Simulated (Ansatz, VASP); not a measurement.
## One calculation of SiC, two programs

```
Si C
1.0
     2.58238    0.00000    0.00000
    -1.29119    2.23641    0.00000
     0.00000    0.00000    4.85002
Si C
1 1
Direct
  0.00000 0.00000 0.00000
  0.00000 0.00000 0.50000
```

Alike in both runs: task single point; functional PBE; k mesh 6 × 6 × 4; occupations gaussian, width 0.1 eV; collinear spin.

```csv
,VASP,Ansatz
version,VASP 6.6.1,Ansatz 0.2.0
potentials or method,"VASP PAW PBE potentials, release 64 (Si, C)","scalar-relativistic, plane waves, PAW"
plane-wave cutoff (eV),520,420
valence electrons in the cell,8,8
```

```csv
,VASP,Ansatz,Ansatz less VASP
gap on the k mesh at the Fermi level (eV),none,none,-
pressure (GPa),-23.6,-23.6,0.00
largest component of the traceless stress (GPa),15.61,15.67,+0.062
net moment per atom (μB),0.00,0.00,0.000
```

A gap of «none» marks a metal or a gap that the smearing closes. Ansatz warned: «seeded_moment_not_kept».

Caveats: the k mesh is coarse (spacing up to 0.47 Å⁻¹), so the values aren't converged; so large a pressure means that the cell lies far from this level's equilibrium, or that cutoff or potentials fall short (VASP).
